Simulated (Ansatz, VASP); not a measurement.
# Cross-check of BN (Qingsongite) between VASP and Ansatz

Wanted: the spread between two codes on one cell, functional and k mesh. The cell is a member of a volume series, scaled by 0.985 from a relaxed one, so a pressure remains.

Calculated with Ansatz 0.2.0; plane waves, with VASP 6.6.1 beside it; single point at PBEsol, single point at PBE and single point at BLYP.

**1. Starting point**

The structure is cubic, space group F-43m (No. 216). Conventional cell: a = 3.590 Å, b = 3.590 Å, c = 3.590 Å, α = 90.00°, β = 90.00°, γ = 90.00°. Nearest to N lie 4 B at 1.55 Å. Nearest to B lie 4 N at 1.55 Å. Farther neighbours and most contacts between anions are not listed.

As a file:

```xyz
2
Lattice="0.0000 1.7948 1.7948 1.7948 0.0000 1.7948 1.7948 1.7948 0.0000" Properties=species:S:1:pos:R:3 pbc="T T T"
N     2.6922    2.6922    2.6922
B     0.0000    0.0000    0.0000
```

**2. VASP: single point, PBEsol, volume scaled by 0.985**

With cell and atoms fixed, the geometry can't cause a difference; cores, projectors, grids and the points listed under the comparison can.

Lines of VASP's logs that name or quote its potential files are left out, and so is its time.

The input asks for a relaxation, which ended at its first step since no free force or stress exceeded the threshold; so it serves as a single point.

The input, INCAR:

```
SYSTEM = BN
PREC = Accurate
ENCUT = 520
EDIFF = 1E-06
NELM = 100
ISMEAR = 0
SIGMA = 0.03
LREAL = .FALSE.
ALGO = Normal
GGA = PS
NBANDS = 10
LORBIT = 11
LWAVE = .FALSE.
LCHARG = .FALSE.
KPAR = 8
IBRION = 2
NSW = 30
ISIF = 4
EDIFFG = -0.01
```

The input, POSCAR:

```
BN
1.0
    0.0000000000      1.7948152457      1.7948152457
    1.7948152457      0.0000000000      1.7948152457
    1.7948152457      1.7948152457      0.0000000000
N B
1 1
Direct
    0.7500000000      0.7500000000      0.7500000000
    0.0000000000      0.0000000000      0.0000000000
```

The input, KPOINTS:

```
Automatic mesh
0
Gamma
10 10 10
0 0 0
```

PAW data sets: N and B (PBE family, release 64).

Launch:

```
$ mpirun -np 8 vasp_std
```

Numbers of over 12 decimals in the logs are rounded to 6 here.

The program printed:

```text
[banner, memory and clock lines left out]
running    8 mpi-ranks, on    1 nodes
 distrk:  each k-point on    1 cores,    8 groups
 distr:  one band on    1 cores,    1 groups

 POSCAR found type information on POSCAR N B
 POSCAR found :  2 types and       2 ions
|                                                                             |
|           W    W    AA    RRRRR   N    N  II  N    N   GGGG   !!!           |
|           W    W   A  A   R    R  NN   N  II  NN   N  G    G  !!!           |
|           W    W  A    A  R    R  N N  N  II  N N  N  G       !!!           |
|           W WW W  AAAAAA  RRRRR   N  N N  II  N  N N  G  GGG   !            |
|           WW  WW  A    A  R   R   N   NN  II  N   NN  G    G                |
|           W    W  A    A  R    R  N    N  II  N    N   GGGG   !!!           |
|                                                                             |
|     For optimal performance we recommend to set                             |
|       NCORE = 2 up to number-of-cores-per-socket                            |
|     NCORE specifies how many cores store one orbital (NPAR=cpu/NCORE).      |
|     This setting can greatly improve the performance of VASP for DFT.       |
|     The default, NCORE=1 might be grossly inefficient on modern             |
|     multi-core architectures or massively parallel machines. Do your        |
|     Unfortunately you need to use the default for GW and RPA                |
|     calculations (for HF NCORE is supported but not extensively tested      |
|     yet).                                                                   |
|                                                                             |

|                                                                             |
|               ----> ADVICE to this user running VASP <----                  |
|                                                                             |
|     You enforced a specific xc type in the INCAR file but a different       |
|     [... a line on the potential file left out ...]
|     I HOPE YOU KNOW WHAT YOU ARE DOING!                                     |
|                                                                             |

 LDA part: xc-table for (Slater+PW92), standard interpolation
 POSCAR, INCAR and KPOINTS ok, starting setup
 FFT: planning ... GRIDC
 FFT: planning ... GRID_SOFT
 FFT: planning ... GRID
 WAVECAR not read
 entering main loop
       N       E                     dE             d eps       ncg     rms          rms(c)
DAV:   1     0.107442105430E+02    0.10744E+02   -0.50674E+03   972   0.797E+02
DAV:   2    -0.188167200837E+02   -0.29561E+02   -0.28856E+02  1160   0.174E+02
DAV:   3    -0.193216899549E+02   -0.50497E+00   -0.50426E+00  1110   0.205E+01
DAV:   4    -0.193223474139E+02   -0.65746E-03   -0.65743E-03  1030   0.799E-01
DAV:   5    -0.193223480446E+02   -0.63072E-06   -0.63077E-06  1066   0.250E-02    0.668E+00
DAV:   6    -0.184550782000E+02    0.86727E+00   -0.27408E+00   986   0.104E+01    0.334E+00
DAV:   7    -0.183643775649E+02    0.90701E-01   -0.10891E-01  1030   0.279E+00    0.190E+00
DAV:   8    -0.183433507172E+02    0.21027E-01   -0.36025E-02  1054   0.139E+00    0.191E-01
DAV:   9    -0.183433580418E+02   -0.73246E-05   -0.77344E-04  1016   0.257E-01    0.786E-02
DAV:  10    -0.183433743743E+02   -0.16333E-04   -0.60367E-05  1042   0.724E-02    0.130E-02
DAV:  11    -0.183433761059E+02   -0.17316E-05   -0.47524E-06  1072   0.171E-02    0.818E-03
DAV:  12    -0.183433760836E+02    0.22295E-07   -0.11817E-06   530   0.779E-03
   1 F= -.18343376E+02 E0= -.18343376E+02  d E =-.183434E+02
 curvature:   0.00 expect dE= 0.000E+00 dE for cont linesearch  0.000E+00
 trial: gam= 0.00000 g(F)=  0.270E-47 g(S)=  0.575E-33 ort = 0.000E+00 (trialstep = 0.100E+01)
 search vector abs. value=  0.100E-09
 reached required accuracy - stopping structural energy minimisation
```

From OUTCAR (step 2):

```text
ion  position               nearest neighbor table
   1  0.750  0.750  0.750-   2 1.55   2 1.55   2 1.55   2 1.55
   2  0.000  0.000  0.000-   1 1.55   1 1.55   1 1.55   1 1.55

  LATTYP: Found a face centered cubic cell.
 ALAT       =     3.5896304914

 Subroutine GETGRP returns: Found 24 space group operations
 (whereof 24 operations were pure point group operations)

The static configuration has the point symmetry T_d .

 Found     47 irreducible k-points:

   k-points           NKPTS =     47   k-points in BZ     NKDIM =     47   number of bands    NBANDS=     10

   dimension x,y,z NGX =    20 NGY =   20 NGZ =   20
   dimension x,y,z NGXF=    40 NGYF=   40 NGZF=   40

   ENCUT  =  520.0 eV  38.22 Ry    6.18 a.u.   4.72  4.72  4.72*2*pi/ulx,y,z

   NELECT =       8.0000    total number of electrons

 k-points in reciprocal lattice and weights: Automatic mesh
   0.00000000  0.00000000  0.00000000       0.001
   0.10000000  0.00000000  0.00000000       0.008
   0.20000000  0.00000000  0.00000000       0.008
   0.30000000  0.00000000  0.00000000       0.008
   0.40000000  0.00000000  0.00000000       0.008
   0.50000000  0.00000000  0.00000000       0.004
   0.10000000  0.10000000  0.00000000       0.006
   0.20000000  0.10000000  0.00000000       0.024
   0.30000000  0.10000000  0.00000000       0.024
[...]
-0.30000000  0.40000000  0.20000000       0.024
  -0.30000000  0.50000000  0.20000000       0.012

 average (electrostatic) potential at core
       1 -60.1504       2 -24.2036

 E-fermi :   7.8107

 k-point     1 :       0.0000    0.0000    0.0000
  band No.  band energies     occupation
      1     -12.8706      2.00000
      2       7.6253      2.00000
      3       7.6253      2.00000
      4       7.6253      2.00000
      5      16.4861      0.00000
      6      16.4861      0.00000
      7      16.4861      0.00000
      8      18.2358      0.00000
      9      32.5331      0.00000
    ...

 k-point     2 :       0.1000    0.0000    0.0000
  band No.  band energies     occupation
      1     -12.6220      2.00000
      2       6.3277      2.00000
      3       7.3632      2.00000
      4       7.3632      2.00000
      5      16.7907      0.00000
      6      16.8813      0.00000
      7      16.8813      0.00000
      8      19.0192      0.00000
      9      32.1339      0.00000
    ...

 k-point     3 :       0.2000    0.0000    0.0000
  band No.  band energies     occupation
      1     -11.8892      2.00000
      2       3.5542      2.00000
      3       6.7763      2.00000
      4       6.7763      2.00000
      5      17.2197      0.00000
      6      17.6923      0.00000
      7      17.6923      0.00000
      8      20.6469      0.00000
      9      31.3330      0.00000
    ...

  Total        0.4307418      0.4307418      0.4307418      0.0000000      0.0000000     -0.0000000
  in kB       59.6813147     59.6813147     59.6813147      0.0000000      0.0000000     -0.0000000
  external PRESSURE =      59.6813147 kB  Pullay stress =       0.0000000 kB

  energy-cutoff  :      520.00
  volume of cell :       11.56
      direct lattice vectors                 reciprocal lattice vectors
     0.000000000  1.794815246  1.794815246    -0.278580206  0.278580206  0.278580206
     1.794815246  0.000000000  1.794815246     0.278580206 -0.278580206  0.278580206
     1.794815246  1.794815246  0.000000000     0.278580206  0.278580206 -0.278580206

 POSITION                                       TOTAL-FORCE (eV/Angst)
 -----------------------------------------------------------------------------------
      2.69222      2.69222      2.69222        -0.000000     -0.000000      0.000000
      0.00000      0.00000      0.00000         0.000000      0.000000     -0.000000
 -----------------------------------------------------------------------------------
    total drift:                               -0.000000     -0.000000     -0.000000

  FREE ENERGIE OF THE ION-ELECTRON SYSTEM (eV)
  ---------------------------------------------------
  free  energy   TOTEN  =       -18.3433760836 eV

  energy  without entropy=      -18.3433760836  energy(sigma->0) =      -18.34337608

 reached required accuracy - stopping structural energy minimisation

 total charge
# of ion       s       p       d       tot
------------------------------------------
    1        1.209   2.774   0.000   3.983
    2        0.683   1.389   0.000   2.072
--------------------------------------------------
tot          1.892   4.163   0.000   6.055

[... 3 further parts left out ...]
```

CONTCAR:

```
BN
   1.00000000000000
     0.0000000000000000    1.7948152457000000    1.7948152457000000
     1.7948152457000000    0.0000000000000000    1.7948152457000000
     1.7948152457000000    1.7948152457000000    0.0000000000000000
  N               B
     1     1
Direct
     0.7500000000000000    0.7500000000000000    0.7500000000000000
     0.0000000000000000    0.0000000000000000    0.0000000000000000
```

The run keeps the 24 symmetry operations of its start, so it cannot find a distortion of lower symmetry.

**3. Ansatz: single point, PBEsol, volume scaled by 0.985**

Ansatz runs on its default PAW (the set named soft_2) files.

The same cell, functional, mesh and smearing now go to Ansatz, which takes its cutoff from its data sets.

The input, input.yaml:

```yaml
crystal:
  lattice:
    - [0.0, 1.79481525, 1.79481525]
    - [1.79481525, 0.0, 1.79481525]
    - [1.79481525, 1.79481525, 0.0]
  atoms:
    - { symbol: "N", position: [0.75, 0.75, 0.75] }
    - { symbol: B, position: [0.0, 0.0, 0.0] }
hamiltonian:
  xc: pbesol
  pseudopotentials: { kind: paw }
kpoints:
  mp_grid: { grid: [10, 10, 10] }
scf:
  occupations: { method: gaussian, width: 0.03 }
  n_extra_bands: 4
output:
  forces: true
  stress: true
  eigenvalues: true
```

Launch:

```
$ ansatz run input.yaml --threads 2 --pin off --max-ram 4608MiB --backend cpu --events-out ev --progress --plain --runs-dir out
```

The program printed:

```text
scf.n_extra_bands = 4 over 4 filled bands (N_el = 8.0): the run solves 8 bands
Engine: ansatz 0.2.0, aarch64-unknown-linux-gnu
Pseudopotentials: kind: paw
Pseudopotential: N, paw, valence charge 5, recommended cutoff 420 eV (normal), N.paw.azcp
Pseudopotential: B, paw, valence charge 3, recommended cutoff 420 eV (normal), B.paw.azcp
Functional definition: PBEsol
  exchange = pbesol_x
  correlation = pbesol_c
Crystal: 2 atoms, lattice volume = 11.563 Å³
Basis set: ecut = 420 eV, 229 PW (Γ), exchange–correlation on 36×36×36 points (8 copies of the dense FFT grid, shifted against one another)
Bands: 8, of which v1, the nominal top of the filled ones, is band 4 counted from 1 (3 counted from 0)
Symmetry: 24 space group operations
Space group: F-43m (ITA 216), of the structure as read, at distance tolerance 2.3e-5 Å
k-points: 47 of 1000 (time reversal used)
Non-local potential: N, projectors of the file, l = 0: 2, l = 1: 2, l = 2: 1
Non-local potential: B, projectors of the file, l = 0: 2, l = 1: 2, l = 2: 1
PAW form: soft (Blöchl's): semilocal exchange-correlation on the pseudo side does not see the compensation charge
PAW frozen core: N, regenerated for the run's functional, and the local potential with it (the file was generated under x = pbe(κ = 0.804, μ = 0.219515), c = pbe(β = 0.066725))
PAW frozen core: B, regenerated for the run's functional, and the local potential with it (the file was generated under x = pbe(κ = 0.804, μ = 0.219515), c = pbe(β = 0.066725))
PAW one-centre angular grid: N, 110 points (default); XC on 64 Gauss nodes
PAW one-centre angular grid: B, 110 points (default); XC on 64 Gauss nodes
Initial density: superposition of atomic densities (neutral atoms: chi_scale 0, normalization atom), corrected by the library's trained network
Initial wavefunctions: pseudopotential atomic-orbital guess
Functional: x = pbesol(κ = 0.804, μ = 0.123457), c = pbesol(β = 0.046)
SCF iter   1: F=—  HF=-533.836514 eV  |F-HF|=—  |Δ(HF+E_count)|=         —  Δρ=9.49e-3  dr2=7.84e-3  ethr=1.77e-3  ⟨swp⟩=4.5  Hψ=2398  notcnv=0
preconditioner: auto → none  [insulator: Δε(μ)=4.223 eV  Ē_g=20.222 eV  σ=0.030 eV  W_gap=1.00  n_scr=0 (ndim 8)  ℏωp=30.9 eV  f_vac=0.000  D(μ)=0.00/eV (n_scr^D=0)  ε∞_Penn≈3.3]
SCF iter   2: F=—  HF=-533.834098 eV  |F-HF|=—  |Δ(HF+E_count)|=   2.42e-3  Δρ=2.61e-3  dr2=5.91e-4  ethr=9.80e-5  ⟨swp⟩=2.4  Hψ=994  notcnv=0
SCF iter   3: F=—  HF=-533.833925 eV  |F-HF|=—  |Δ(HF+E_count)|=   1.73e-4  Δρ=8.63e-4  dr2=5.88e-5  ethr=7.39e-6  ⟨swp⟩=2.0  Hψ=544  notcnv=0
SCF iter   4: F=—  HF=-533.833912 eV  |F-HF|=—  |Δ(HF+E_count)|=   1.21e-5  Δρ=1.51e-4  dr2=1.33e-6  ethr=7.35e-7  ⟨swp⟩=2.0  Hψ=564  notcnv=0
iter 5 did not close the SCF: its close was put off for the readings that it lacked (scf_convergence_deferred on its scf_iter line)
SCF iter   5: F=-533.833913 eV  HF=-533.833913 eV  |F-HF|=3.12e-9  |Δ(HF+E_count)|=   2.65e-7  Δρ=8.89e-6  dr2=2.90e-9  ethr=1.66e-8  ⟨swp⟩=2.0  Hψ=558  notcnv=0
SCF iter   6: F=-533.833913 eV  HF=-533.833913 eV  |F-HF|=3.23e-11  |Δ(HF+E_count)|=   3.48e-9  Δρ=7.61e-7  dr2=1.31e-11  ethr=3.62e-11  ⟨swp⟩=1.3  Hψ=1241  notcnv=0
SCF 1 converged in 6 iterations: F = -533.833913 eV  dr2 = 1.31e-11
  greatest PAW one-centre occupation: 0.786 electrons in one spin orbital (limit 2), on the N atom at site 0 (counted from 0), in its partial waves of l = 0
SCF converged after 6 iterations
Free energy (F): -533.833913 eV
Harris-Foulkes:  -533.833913 eV  (|F-HF|=3.23e-11)
Internal energy: -533.833913 eV  (E = F + TS)
E sigma→0 (E₀):  -533.833913 eV
Fermi energy:    13.634742 eV
--- Per-component energies (eV) ---
  E_band       = 27.794455
  E_kinetic    = 186.232958
  E_local      = -172.318889  (includes V_loc(G=0)·N_el)
  E_nonlocal   = 56.890981
  E_hartree    = 47.892487
  E_xc         = -92.985815
  E_vxc        = -116.097577  (∫ρ·V_xc dr)
  E_paw        = -198.671032  (= ΣΔE_a)
  E_vpaw       = -22.698106  (= ΣTr[D̂ρ^β])
  E_aug_tail   = 0.000100  (compensation charges beyond the density's cutoff)
  E_ewald      = -360.917512
  E_core_change = 0.042810  (= ΣΔE_core)
  E_smearing   = -0.000000  (= −TS)
  E_closure    = 0.000000  (closes the sum)
  Σ components = -533.833913   (vs F -533.833913, Δ=0.00e0)
--- Forces (eV/Å), atoms counted from 1 ---
  atom   1  N      0.00000000     0.00000000     0.00000000
  atom   2  B     -0.00000000     0.00000000     0.00000000
  max |Σ_I F_I| component: 5.37e-16 eV/Å
--- Stress (GPa, compression-positive) ---
        5.279522      -0.000000       0.000000
        0.000000       5.279522       0.000000
       -0.000000       0.000000       5.279522
  P = ⅓ Tr σ = 5.2795 GPa (52.795 kbar)
--- Band table (eV; the first three rows and the last of 47) ---
  k-point 0: bands = ["-9.0173", "11.4803", "11.4803", "11.4803", "20.3475", "20.3475", "20.3475", "22.0602"]
  k-point 1: bands = ["-8.7687", "10.1819", "11.2165", "11.2165", "20.6458", "20.7415", "20.7415", "22.8496"]
  k-point 2: bands = ["-8.0358", "7.4087", "10.6296", "10.6296", "21.0672", "21.5509", "21.5509", "24.4845"]
  k-point 46: bands = ["-2.9348", "3.4221", "4.7001", "4.8860", "20.1806", "24.5656", "25.7922", "27.7109"]
```

Run time: 0.82 s. Hardware: 2 threads of Arm Neoverse N1, shared host; peak memory 0.24 GiB.

The run ends at a pressure of 5.28 GPa.

**4. Comparison**

Known differences besides the potentials themselves: the cutoff is 420 eV in Ansatz and 520 eV in VASP; Ansatz makes its cores anew for this functional, VASP keeps those of its PBE data sets; VASP leaves aspherical gradient terms in its spheres out (LASPH is not set), Ansatz keeps them. Total energies have different zeros and are not compared.

Compared:

| quantity | Ansatz | VASP | difference |
| --- | --- | --- | --- |
| pressure (GPa) | 5.28 | 5.97 | -0.69 |
| pressure without Ansatz's Pulay correction (GPa) | 4.20 | 5.97 | -1.77 |
| gap on the k mesh (eV) | 4.309 | 4.298 | +0.010 |

A gap on the mesh is an upper bound, since the band edges may lie between its points. Ansatz's pressure holds a Pulay correction of 1.08 GPa; VASP's holds none.

**5. Other set-ups**

Further runs change the set-up of one program: Ansatz's method, potentials or start, or VASP's data sets, cutoff or form of LDA. The table gives Ansatz less VASP for each quantity, since a change that brings one quantity closer may part another.

| run | pressure (GPa) | gap on the k mesh (eV) |
| --- | --- | --- |
| as above | -0.69 | 0.010 |
| Ansatz's all-electron LAPW method | -0.66 | 0.0088 |

**6. Ansatz: single point, PBE, volume scaled by 1.015**

With cell and atoms fixed, the geometry can't cause a difference; cores, projectors, grids and the points listed under the comparison can. The cell compared in this pair holds 12.09 Å³, against 11.56 Å³ for the pair before.

The cell is a member of a volume series, scaled by 1.015 from a relaxed one, so a pressure remains.

input.yaml, the sections that differ from step 3:

```yaml
crystal:
  lattice:
    - [0.0, 1.8217473, 1.8217473]
    - [1.8217473, 0.0, 1.8217473]
    - [1.8217473, 1.8217473, 0.0]
  atoms:
    - { symbol: "N", position: [0.75, 0.75, 0.75] }
    - { symbol: B, position: [0.0, 0.0, 0.0] }
hamiltonian:
  xc: pbe
  pseudopotentials: { kind: paw }
# kpoints, scf, output: as in step 3
```

The program printed:

```text
[...]
Crystal: 2 atoms, lattice volume = 12.092 Å³
Basis set: ecut = 420 eV, 259 PW (Γ), exchange–correlation on 36×36×36 points (8 copies of the dense FFT grid, shifted against one another)
Bands: 8, of which v1, the nominal top of the filled ones, is band 4 counted from 1 (3 counted from 0)
Symmetry: 24 space group operations
[...]
k-points: 47 of 1000 (time reversal used)
[...]
Free energy (F): -542.272547 eV
[...]
Internal energy: -542.272547 eV  (E = F + TS)
E sigma→0 (E₀):  -542.272547 eV
Fermi energy:    13.027202 eV
[...]
--- Stress (GPa, compression-positive) ---
       -5.602496       0.000000      -0.000000
        0.000000      -5.602496       0.000000
       -0.000000       0.000000      -5.602496
  P = ⅓ Tr σ = -5.6025 GPa (-56.025 kbar)
--- Band table (eV; the first three rows and the last of 47) ---
[...]
[key lines of the parts left out:]
SCF converged after 6 iterations
```

Wall time 0.81 s (2 threads); peak memory 0.24 GiB.

The run ends at a pressure of -5.60 GPa.

[end of part 1 of 2]

[Lines on the potential files, build, host, timing and source positions are cut from VASP's logs without a mark.]

[Logs are printed without paths, hosts, clocks, repeated set-up lines and the standing remarks that a program may print on its own settings, such as how far it seeks lower states.]

[Hosts, paths, dates, database ids (printed as entryN), source tags and the programs' standing remarks are cut or masked in the printed files.]
